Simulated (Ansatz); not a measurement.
Compare A (`C1=CCC=C1`) with its isomer B (`C=C=C1CC1`).

Computed with Ansatz on PBE0-D4/def2-TZVP structures; ΔE is electronic, products minus reactants. CBS: MP2 limit from def2 TZ/QZ plus the TZ coupled-cluster correction, frozen cores. Functionals use def2-TZVPP. B3LYP here is the variant with VWN-RPA as its local correlation; programs differ in this.

Problem. Which isomer does CCSD(T)/CBS put lower? Give the gap. (Best estimate.)

Solution. Computed: A, by 48.5 kcal/mol.

Problem. Give E(B) − E(A) in kcal/mol with BLYP-D4, B2PLYP, CCSD(T)/def2-TZVPP, HF/def2-TZVPP, B3LYP-D4, PBE0-D4, PBE-D4. (Best estimate.)

Solution. The calculation gave: BLYP-D4 41.5, B2PLYP 45.2, CCSD(T)/def2-TZVPP 48.1, HF/def2-TZVPP 46.7, B3LYP-D4 43.7, PBE0-D4 45.3, PBE-D4 42.4. None reverses the order clearly.

Problem. Does the order hold for the free energy at 298.15 K (harmonic terms from PBE0-D4)? (Best estimate.)

Solution. The calculation gave: Yes: G(B) − G(A) = +46.1 kcal/mol.

Largest T1 diagnostic: 0.011.

At CCSD(T), def2-SVP lies −1.2 kcal/mol from the extrapolated value and def2-TZVPP −0.4 kcal/mol. The D4 term adds +1.5 kcal/mol with B3LYP and +0.7 kcal/mol with PBE0; it sums over pairs of atoms, weighted by their polarisabilities, and B3LYP, whose exchange is more repulsive, gets the larger term.
